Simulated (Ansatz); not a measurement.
Re:

```
Re
1.0
     2.76080    0.00000    0.00000
    -1.38040    2.39092    0.00000
     0.00000    0.00000    4.45820
Re
2
Cartesian
  1.3804 0.7970 3.3436
  0.0000 1.5939 1.1145
```

Base run:

| Quantity | Value |
| --- | --- |
| Program | Ansatz 0.2.0 |
| Functional | PBE |
| Potentials or basis | Ansatz PAW |
| Cutoff | 420 eV (not typed: the program's choice for these potentials) |
| k mesh | 11 × 11 × 6 |
| Occupations | fermi-dirac, width 0.05 eV |
| Spin | no spin polarisation |

Its results: band gap on the k mesh none (metal or under the smearing width); pressure 6.0 GPa.

Question: After a change of settings the same cell gave: band gap on the k mesh none (metal or under the smearing width); pressure 19.6 GPa. Which change was it?
A. functional from PBE to RPBE
B. functional from PBE to LDA
C. functional from PBE to PBEsol
D. functional from PBE to BLYP

Answer: D.

BLYP binds less tightly than PBE, so the same cell stands under more pressure.

Caveats: spin-orbit coupling is left out, which moves the levels of the heavy elements; so large a pressure means that the cell lies far from this level's equilibrium, or that cutoff or potentials fall short (some runs); the PAW data sets come from PBE, with cores solved anew for the run's functional, which leaves a small shift of forces and pressure (some runs).
